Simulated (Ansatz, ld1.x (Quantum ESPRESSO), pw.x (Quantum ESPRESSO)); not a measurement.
# Si: one change to the TM potential, in the atom and in the fcc crystal

silicon (Si), norm-conserving Troullier–Martins (Kleinman–Bylander form), made with ld1.x (Quantum ESPRESSO) 7.5 (PBE, scalar-relativistic). Core [Ne], reference 3s2 3p1 (charge +1). Waves: 3s (bound): rc 1.85 bohr; 3p (bound): rc 1.80 bohr; 3d channel at -0.1 Ry: rc 1.65 bohr. Local part: the d channel. Core correction: none.

Change: type ultrasoft; waves now 3s (bound): rcut 1.60, rcutus 1.85 bohr; 3s channel at 1.4 Ry: rcut 1.60, rcutus 1.85 bohr; 3p (bound): rcut 1.55, rcutus 1.80 bohr; 3p channel at 1.1 Ry: rcut 1.55, rcutus 1.80 bohr; 3d channel at -0.1 Ry: rcut 1.45, rcutus 1.65 bohr; local potential all-electron potential smoothed inside 1.30 bohr (lloc = -1); augmentation built from norm-conserving waves at rcut, not smoothed further.

Cutoffs, loose and tight: the cutoffs (Ry, on a coarse ladder) from which the occupation-weighted sum of valence levels, in a spherical-Bessel basis at the reference potential, stays within 10 and 1 mRy of its value at 400 Ry. They do not see the model core or the augmentation charge, which bear on the density cutoff. Test errors are all-electron minus pseudo excitation energies from the reference, over the configurations 3s2 3p2; 3s2 3p0; 3s1 3p0; 3s2 3p2.3; 3s2 3p1.5; 3s0 3p4; 3s1 3p2; variants that change the core or the reference have their own tests.

Crystal test: fcc Si in pw.x 7.5, no spin, 15³ k-points, Fermi–Dirac smearing 0.01 Ry, cutoffs set for each file from its atomic test. The reference is all-electron LAPW (Ansatz 0.2.0) with the same functional, mesh and smearing; V0 and B0 come from Birch–Murnaghan fits to the pressures at five volumes. Errors are pseudo minus all-electron; Δ is the rms difference of the E(V) curves that follow from these fits, minima aligned, over ±6 % about the mean V0. Mesh and smearing are coarse, so the numbers serve the comparison and aren't converged zero-temperature values; the lattice is a test structure that the element need not adopt.

All-electron: a0 = 3.869 Å (V0 = 14.48 Å³/atom), B0 = 82.7 GPa.

Does the change bring the crystal closer to the all-electron result?

The mean pressure error goes from -0.31 to +0.79 GPa, so the change moves the solid further from the all-electron pressures. The B0 error goes the other way, from +1.6 to -0.1 %. At 80 % of its cutoff the pressure of the base moves by -0.36 GPa.

```tsv
quantity	base	changed
outcome (atom)	generated	generated
cutoff, loose (atom)	15 Ry	8 Ry
cutoff, tight (atom)	35 Ry	12 Ry
bound ghosts (atom)	none	none
largest test error (meV) (atom)	+108	+61
cutoffs in pw.x (Ry)	45/180	40/600
a0 (Å)	3.864	3.881
a0 error (%)	-0.12	+0.31
B0 error (%)	+1.6	-0.1
Δ (meV/atom)	1.0	2.4
mean pressure error (GPa)	-0.31	+0.79
```

Base: The logarithmic derivative shows an extra or strongly shifted pseudo pole above the reference energy (s near 0.58 Ry). The atomic cutoffs weigh occupied waves only.
